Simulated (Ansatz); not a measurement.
Runs of Ansatz 0.2.0 on LiCl. It takes space group Fm-3m (No. 225, cubic). Conventional cell: a = 5.130 Å, b = 5.130 Å, c = 5.130 Å, α = 90.00°, β = 90.00°, γ = 90.00°. Cl (site symmetry m-3m) has 6 Li at 2.56 Å as nearest neighbours. Li (site symmetry m-3m) is surrounded by 6 Cl at 2.56 Å. 

| task | level | potentials or basis | cell | k mesh | cutoff (eV) | smearing | basis error allowed | gap on the mesh (eV) | pressure (GPa) | relaxed volume (Å³/atom) |
| --- | --- | --- | --- | --- | --- | --- | --- | --- | --- | --- |
| relaxation of cell and atoms | BLYP+D3(BJ) | all-electron LAPW, scalar-relativistic | relaxed | 9 × 9 × 9 | - | fermi-dirac 0.05 eV | 0.001 eV/atom | 6.99 | 0.0 | 15.53 |
| phonons | PBEsol | all-electron LAPW, scalar-relativistic | as given | 7 × 7 × 7 | 171 | fermi-dirac 0.05 eV | 0.001 eV/atom | (a) | - | - |
| Born charges and dielectric tensor | LDA | all-electron PAW datasets made for the crystal | as given | 9 × 9 × 9 | 220 | fixed | - | 5.99 | - | - |
| elastic constants | LDA | all-electron LAPW, scalar-relativistic | as given | 7 × 7 × 7 | 172 | fermi-dirac 0.05 eV | 0.001 eV/atom | 5.99 | -3.2 | - |
| relaxation of cell and atoms | revPBE+D3(BJ) | all-electron LAPW, scalar-relativistic | relaxed | 9 × 9 × 9 | - | fermi-dirac 0.05 eV | 0.001 eV/atom | 6.96 | 0.0 | (b) |

Alike in all rows: no spin polarisation.

Task: Estimate the missing entries.

Result: (a) 6.13; (b) 15.68.

Caveats: an odd mesh through Γ misses points on the zone boundary, where band edges often lie; the program warned that the printed levels may be off, so bands, gaps and densities of states are rough (some runs); the cell is more than 3 GPa from zero pressure, which shifts response properties (some runs).

The runs don't all hold the same shells in valence.

Runs at the PBE level aren't shown here.
